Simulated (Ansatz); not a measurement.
# SnTe (Fm-3m) in Ansatz: equation of state

How stiff is SnTe in PBE, and what volume does it want? The cell is scaled to several volumes.

Everything below comes from runs of Ansatz 0.2.0. Logs are shortened: lines on timing, memory, paths and dates and some standing lists are left out, and cuts for length are marked.

## (1) Starting point

It takes space group Fm-3m (No. 225, cubic). Conventional cell: a = 6.302 Å, b = 6.302 Å, c = 6.302 Å, α = 90.00°, β = 90.00°, γ = 90.00°. Around Te (site symmetry m-3m) lie 6 Sn at 3.15 Å. Around Sn (site symmetry m-3m) lie 6 Te at 3.15 Å.

## (2) Equation of state, PBE

Potentials or basis: all-electron LAPW, scalar-relativistic.

No new run: the results of the series are fitted here.

What came out:

```
Equilibrium volume                      : 32.88 Å³/atom
Bulk modulus                            : 40 GPa
Pressure derivative of the bulk modulus : 4.4
```

Energy against volume, from the lowest point:
| volume (Å³/atom) | energy (meV/atom) |
| --- | --- |
| 29.404 | 55.90 |
| 30.030 | 36.06 |
| 30.656 | 21.02 |
| 31.281 | 10.31 |
| 31.907 | 3.48 |
| 32.532 | 0.16 |
| 33.158 | 0.00 |

 Zero-point motion and thermal expansion aren't in these numbers.
